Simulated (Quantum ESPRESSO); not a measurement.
# Nb (P-1) in Quantum ESPRESSO: notebook

The runs below take Nb through single point, with LDA, LDA+rVV10.

All numbers are computed with Quantum ESPRESSO 7.5; they aren't measurements. Logs are shortened: lines on timing, memory, paths and dates and some standing lists are left out, and cuts for length are marked.

## Step 1: The crystal as given

The typed cell holds 1 atom: a = 2.707 Å, b = 3.357 Å, c = 2.926 Å, α = 126.55°, β = 106.47°, γ = 102.66°.

This isn't the form of Nb at room conditions, which is bcc.

## Step 2: Single point, LDA

pw.in reads:

```
&CONTROL
  calculation = 'scf'
  prefix = 'pwscf'
  outdir = './tmp'
  pseudo_dir = './pseudo'
  tprnfor = .true.
  tstress = .true.
  disk_io = 'nowf'
  verbosity = 'high'
/
&SYSTEM
  ibrav = 0
  nat = 1
  ntyp = 1
  ecutwfc = 45
  ecutrho = 360
  nbnd = 12
  occupations = 'smearing'
  smearing = 'mv'
  degauss = 0.00367493
/
&ELECTRONS
  conv_thr = 2d-10
  electron_maxstep = 120
  mixing_beta = 0.5
  diago_david_ndim = 4
/
ATOMIC_SPECIES
Nb    92.9064 nb_lda_v1.uspp.F.UPF
CELL_PARAMETERS angstrom
  -1.4545883700    1.6009203400    1.6273015200
   1.6190107300   -1.9818268200    2.1726303600
   1.2182993000    1.7455377500   -2.0082080000
ATOMIC_POSITIONS crystal
Nb     0.0000000000    0.0000000000    0.0000000000
K_POINTS automatic
12 11 13 0 0 0
```

Potentials or basis: GBRV 1.5 LDA.

Launch:

```console
> OMP_NUM_THREADS=1 pw.x -in pw.in > pw.out
```

pw.out:

```text
This program is part of the open-source Quantum ESPRESSO suite
     for quantum simulation of materials; please cite
         "P. Giannozzi et al., J. Phys.:Condens. Matter 21 395502 (2009);
         "P. Giannozzi et al., J. Phys.:Condens. Matter 29 465901 (2017);
         "P. Giannozzi et al., J. Chem. Phys. 152 154105 (2020);
     in publications or presentations arising from this work. More details at

     Message from routine setup:
     using ibrav=0 with symmetry is DISCOURAGED, use correct ibrav instead

     G-vector sticks info
     --------------------
     sticks:   dense  smooth     PW     G-vecs:    dense   smooth      PW
     Sum         909     453    177                13789     4875    1229

     Using Slab Decomposition

     bravais-lattice index     =            0
     lattice parameter (alat)  =       5.1152  a.u.
     unit-cell volume          =     119.4301 (a.u.)^3
     number of atoms/cell      =            1
     number of atomic types    =            1
     number of electrons       =        13.00
     number of Kohn-Sham states=           12
     kinetic-energy cutoff     =      45.0000  Ry
     charge density cutoff     =     360.0000  Ry
     scf convergence threshold =      2.0E-10
     mixing beta               =       0.5000
     number of iterations used =            8  plain     mixing
     Exchange-correlation= SLA  PZ   NOGX NOGC
                           (   1   1   0   0   0   0   0)

     celldm(1)=   5.115152  celldm(2)=   0.000000  celldm(3)=   0.000000
     celldm(4)=   0.000000  celldm(5)=   0.000000  celldm(6)=   0.000000

     crystal axes: (cart. coord. in units of alat)
               a(1) = (  -0.537379   0.591439   0.601185 )
               a(2) = (   0.598122  -0.732160   0.802650 )
               a(3) = (   0.450085   0.644866  -0.741906 )

     reciprocal axes: (cart. coord. in units 2 pi/alat)
               b(1) = (  0.028680  0.902119  0.801522 )
               b(2) = (  0.926173  0.143553  0.686649 )
               b(3) = (  1.025244  0.886316  0.044483 )

     PseudoPot. # 1 for Nb read from file:
     nb_lda_v1.uspp.F.UPF
     Pseudo is Ultrasoft + core correction, Zval = 13.0
     Generated by new atomic code, or converted to UPF format
     Using radial grid of  887 points,  6 beta functions with:
                l(1) =   0
                l(2) =   0
                l(3) =   1
                l(4) =   1
                l(5) =   2
                l(6) =   2
     Q(r) pseudized with  6 coefficients,  rinner =    1.000   1.000   1.000
                                                       1.000   1.000

     atomic species   valence    mass     pseudopotential
     Nb               13.00    92.90640     Nb( 1.00)

      2 Sym. Ops., with inversion, found

                                    s                        frac. trans.

      isym =  1     identity

 cryst.   s( 1) = (     1          0          0      )
                  (     0          1          0      )
                  (     0          0          1      )

 cart.    s( 1) = (  1.0000000 -0.0000000 -0.0000000 )
                  (  0.0000000  1.0000000  0.0000000 )
                  ( -0.0000000  0.0000000  1.0000000 )

      isym =  2     inversion

 cryst.   s( 2) = (    -1          0          0      )
                  (     0         -1          0      )
                  (     0          0         -1      )

 cart.    s( 2) = ( -1.0000000  0.0000000  0.0000000 )
                  ( -0.0000000 -1.0000000 -0.0000000 )
                  (  0.0000000 -0.0000000 -1.0000000 )

   Cartesian axes

     site n.     atom                  positions (alat units)
         1        Nb     tau(   1) = (   0.0000000   0.0000000   0.0000000  )

   Crystallographic axes

     site n.     atom                  positions (cryst. coord.)
         1        Nb     tau(   1) = (  0.0000000  0.0000000  0.0000000  )

     number of k points=   859  Marzari-Vanderbilt smearing, width (Ry)=  0.0037
                       cart. coord. in units 2pi/alat
        k(    1) = (   0.0000000   0.0000000   0.0000000), wk =   0.0011655
        k(    2) = (   0.0788649   0.0681782   0.0034217), wk =   0.0023310
        k(    3) = (   0.1577298   0.1363563   0.0068435), wk =   0.0023310
        k(    4) = (   0.2365947   0.2045345   0.0102652), wk =   0.0023310
        k(    5) = (   0.3154596   0.2727126   0.0136869), wk =   0.0023310
        k(    6) = (   0.3943245   0.3408908   0.0171087), wk =   0.0023310
[... 851 lines left out ...]
        k(  858) = (   0.2489184  -0.5221645  -0.0954914), wk =   0.0023310
        k(  859) = (   0.3277833  -0.4539863  -0.0920697), wk =   0.0023310

                       cryst. coord.
        k(    1) = (   0.0000000   0.0000000   0.0000000), wk =   0.0011655
        k(    2) = (  -0.0000000  -0.0000000   0.0769231), wk =   0.0023310
        k(    3) = (  -0.0000000  -0.0000000   0.1538462), wk =   0.0023310
        k(    4) = (  -0.0000000   0.0000000   0.2307692), wk =   0.0023310
        k(    5) = (  -0.0000000  -0.0000000   0.3076923), wk =   0.0023310
        k(    6) = (  -0.0000000   0.0000000   0.3846154), wk =   0.0023310
[... 851 lines left out ...]
        k(  858) = (  -0.5000000   0.4545455  -0.1538462), wk =   0.0023310
        k(  859) = (  -0.5000000   0.4545455  -0.0769231), wk =   0.0023310

     Dense  grid:    13789 G-vectors     FFT dimensions: (  32,  40,  36)

     Smooth grid:     4875 G-vectors     FFT dimensions: (  24,  27,  24)

     Initial potential from superposition of free atoms

     starting charge      12.9978, renormalised to      13.0000
     Starting wfcs are   13 randomized atomic wfcs

     Self-consistent Calculation

     iteration #  1     ecut=    45.00 Ry     beta= 0.50
     Davidson diagonalization with overlap

---- Real-time Memory Report at c_bands before calling an iterative solver
           129 MiB given to the printing process from OS
           111 MiB allocation reported by mallinfo(arena+hblkhd)
------------------
     ethr =  1.00E-02,  avg # of iterations =  3.8

     Threshold (ethr) on eigenvalues was too large:
     Diagonalizing with lowered threshold

     Davidson diagonalization with overlap

---- Real-time Memory Report at c_bands before calling an iterative solver
           170 MiB given to the printing process from OS
           114 MiB allocation reported by mallinfo(arena+hblkhd)
------------------
     ethr =  5.52E-04,  avg # of iterations =  1.1

     total energy              =    -118.05970068 Ry
     estimated scf accuracy    <       0.07092571 Ry

     iteration #  2     ecut=    45.00 Ry     beta= 0.50
     Davidson diagonalization with overlap

---- Real-time Memory Report at c_bands before calling an iterative solver
           170 MiB given to the printing process from OS
           115 MiB allocation reported by mallinfo(arena+hblkhd)
------------------
     ethr =  5.46E-04,  avg # of iterations =  2.0
[... 61 lines left out ...]
     total energy              =    -118.06765016 Ry
     estimated scf accuracy    <          4.5E-10 Ry

     iteration #  8     ecut=    45.00 Ry     beta= 0.50
     Davidson diagonalization with overlap

---- Real-time Memory Report at c_bands before calling an iterative solver
           170 MiB given to the printing process from OS
           116 MiB allocation reported by mallinfo(arena+hblkhd)
------------------
     ethr =  3.47E-12,  avg # of iterations =  2.0

     End of self-consistent calculation

          k = 0.0000 0.0000 0.0000 (   615 PWs)   bands (ev):

   -36.1929 -11.8478 -11.2141 -11.0348  12.2086  16.0914  18.1189  19.9868
    21.5582  23.1682  30.2904  32.2043

     occupation numbers
     1.0000   1.0000   1.0000   1.0000   1.0000   1.0000   1.0000   0.0000
     0.0000   0.0000   0.0000   0.0000

          k = 0.0789 0.0682 0.0034 (   609 PWs)   bands (ev):

   -36.1675 -11.8747 -11.2981 -11.1039  12.5438  16.3322  18.1040  19.9776
    21.2980  22.6947  30.9622  32.7707

     occupation numbers
     1.0000   1.0000   1.0000   1.0000   1.0000   1.0000   1.0000   0.0000
     0.0000   0.0000   0.0000   0.0000
[... 7701 lines left out ...]
     occupation numbers
     1.0000   1.0000   1.0000   1.0000   1.0000   1.0000   1.0000   0.0000
     0.0000   0.0000   0.0000   0.0000

          k = 0.3278-0.4540-0.0921 (   603 PWs)   bands (ev):

   -35.8351 -12.9954 -11.8102 -11.6257  14.8840  15.6981  19.3537  22.1351
    22.3682  25.3247  30.5176  32.2839

     occupation numbers
     1.0000   1.0000   1.0000   1.0000   1.0000   1.0000   0.0000   0.0000
     0.0000   0.0000   0.0000   0.0000

     the Fermi energy is    18.3616 ev

!    total energy              =    -118.06765016 Ry
     estimated scf accuracy    <          2.2E-11 Ry
     smearing contrib. (-TS)   =      -0.00000010 Ry
     internal energy E=F+TS    =    -118.06765006 Ry

     The total energy is F=E-TS. E is the sum of the following terms:
     one-electron contribution =     -17.00473573 Ry
     hartree contribution      =      15.56964028 Ry
     xc contribution           =     -18.39504889 Ry
     ewald contribution        =     -98.23750572 Ry

     convergence has been achieved in   8 iterations

     Forces acting on atoms (cartesian axes, Ry/au):

     atom    1 type  1   force =     0.00000000    0.00000000    0.00000000
     The non-local contrib.  to forces
     atom    1 type  1   force =     0.00000000    0.00000000    0.00000000
     The ionic contribution  to forces
     atom    1 type  1   force =    -0.00000000   -0.00000000   -0.00000000
     The local contribution  to forces
     atom    1 type  1   force =     0.00000000    0.00000000   -0.00000000
     The core correction contribution to forces
     atom    1 type  1   force =     0.00000000    0.00000000   -0.00000000
     The Hubbard contrib.    to forces
     atom    1 type  1   force =     0.00000000    0.00000000    0.00000000
     The SCF correction term to forces
     atom    1 type  1   force =     0.00000000   -0.00000000    0.00000000

     Total force =     0.000000     Total SCF correction =     0.000000

     Computing stress (Cartesian axis) and pressure

          total   stress  (Ry/bohr**3)                   (kbar)     P=        7.81
   0.00101815   0.00003990  -0.00009285          149.77        5.87      -13.66
   0.00003990  -0.00051573   0.00072675            5.87      -75.87      106.91
  -0.00009285   0.00072675  -0.00034316          -13.66      106.91      -50.48

     kinetic stress (kbar)  22922.53    -16.46    -46.80
                              -16.46  22536.45    212.23
                              -46.80    212.23  22573.69

     local   stress (kbar) -10922.14     30.42   -398.60
                               30.42   -642.00 -10961.45
                             -398.60 -10961.45  -4732.26

     nonloc. stress (kbar)  23208.30    -28.42    -13.39
                              -28.42  23202.39    -27.10
                              -13.39    -27.10  23169.50

     hartree stress (kbar)   8184.49    -65.30    137.99
                              -65.30   4873.55   3438.25
                              137.99   3438.25   6119.49

     exc-cor stress (kbar)   -482.61      0.00      0.00
                                0.00   -482.61      0.00
                                0.00      0.00   -482.61

     corecor stress (kbar)  -6007.16      0.78      0.28
                                0.78  -6007.38      0.68
                                0.28      0.68  -6006.53

     ewald   stress (kbar) -36753.62     84.87    306.86
                               84.87 -43556.27   7444.30
                              306.86   7444.30 -40691.75

     hubbard stress (kbar)      0.00      0.00      0.00
                                0.00      0.00      0.00
                                0.00      0.00      0.00

     DFT-D   stress (kbar)      0.00      0.00      0.00
                                0.00      0.00      0.00
                                0.00      0.00      0.00

     XDM     stress (kbar)      0.00      0.00      0.00
                                0.00      0.00      0.00
                                0.00      0.00      0.00

     dft-nl  stress (kbar)      0.00      0.00      0.00
                                0.00      0.00      0.00
                                0.00      0.00      0.00

     TS-vdW  stress (kbar)      0.00      0.00      0.00
                                0.00      0.00      0.00
                                0.00      0.00      0.00

     MDB     stress (kbar)      0.00      0.00      0.00
                                0.00      0.00      0.00
                                0.00      0.00      0.00

     3D-RISM stress (kbar)      0.00      0.00      0.00
                                0.00      0.00      0.00
                                0.00      0.00      0.00

=------------------------------------------------------------------------------=
   JOB DONE.
=------------------------------------------------------------------------------=
```

It took 78 s on 1 thread of Intel Xeon Platinum 8488C (Sapphire Rapids), shared host; peak memory 0.17 GiB.

Results:

- Free energy: -1606.3922 eV
- Pressure: 0.8 GPa
- Band gap on the k mesh: none (metal or under the smearing width)

## Step 3: Single point, LDA+rVV10

Edit pw.in of step 2 so:

```diff
@@ -8,3 +8,2 @@
   disk_io = 'nowf'
-  verbosity = 'high'
 /
@@ -14,7 +13,8 @@
   ntyp = 1
-  ecutwfc = 45
-  ecutrho = 360
+  ecutwfc = 58
+  ecutrho = 468
   nbnd = 12
+  input_dft = 'sla+pw+nogx+nogc+vv10'
   occupations = 'smearing'
-  smearing = 'mv'
+  smearing = 'mp'
   degauss = 0.00367493
@@ -25,3 +25,2 @@
   mixing_beta = 0.5
-  diago_david_ndim = 4
 /
@@ -36,2 +35,2 @@
 K_POINTS automatic
-12 11 13 0 0 0
+12 11 13 1 1 1
```

Potentials or basis: GBRV 1.5 LDA.

Launch:

```console
> OMP_NUM_THREADS=1 pw.x -in pw.in > pw.out
```

It took 90 s on 1 thread of Intel Xeon Platinum 8488C (Sapphire Rapids), shared host; peak memory 0.24 GiB.

It converged, with:

| Quantity | Value |
| --- | --- |
| Free energy | -1605.7482 eV |
| Pressure | -2.4 GPa |
| Band gap on the k mesh | none (metal or under the smearing width) |

Stress tensor (GPa, compression positive):
```
 12.02   1.02  -1.36
  1.02 -11.11  10.84
 -1.36  10.84  -8.20
```

Levels at points of the mesh, in eV from the Fermi level:
```csv
k point,band 4,band 5,band 6,band 7,band 8,band 9
"(0.04, 0.05, 0.04)",-29.49,-5.66,-1.86,-0.10,1.36,3.00
```

Caveat: rVV10's parameter b was fitted to another functional; pairwise dispersion overbinds metals, which lowers pressure and volume.

## Step 4: The reference run

An earlier run on the cell as given: functional PBE; potentials or basis SSSP 1.3 efficiency PBE; cutoff 748 eV; density cutoff 5987 eV; k mesh 12 × 11 × 13; occupations fermi-dirac, width 0.05 eV; no spin polarisation.

- Pressure: 11.4 GPa
- Band gap on the k mesh: none (metal or under the smearing width)

## Step 5: Overview

| level | potentials or basis | k mesh | cutoff (eV) | smearing | form of the LDA correlation | diago david ndim | rVV10 parameter b | other keys | gap on the mesh (eV) | pressure (GPa) |
| --- | --- | --- | --- | --- | --- | --- | --- | --- | --- | --- |
| LDA | GBRV 1.5 LDA | 12 × 11 × 13 | 612 | cold 0.05 eV | PZ81 | 4 | - | verbose = yes; diago_david_ndim = 4 | none | 0.8 |
| LDA+rVV10 | GBRV 1.5 LDA | 12 × 11 × 13, shifted | 789 | methfessel-paxton 0.05 eV | PW92 | - | 6.3 | ecut_scale = 1.3; kshift = 1 × 1 × 1 | none | -2.4 |
| PBE | SSSP 1.3 efficiency PBE | 12 × 11 × 13 | 748 | fermi-dirac 0.05 eV | - | - | - | - | none | 11.4 |

Alike in all rows: task single point; no spin polarisation; cell as given.

Caveats: rVV10's parameter b was fitted to another functional (some runs); pairwise dispersion overbinds metals, which lowers pressure and volume (some runs).

Total energies depend on the potentials used, so only differences within one code and one set of settings carry meaning.
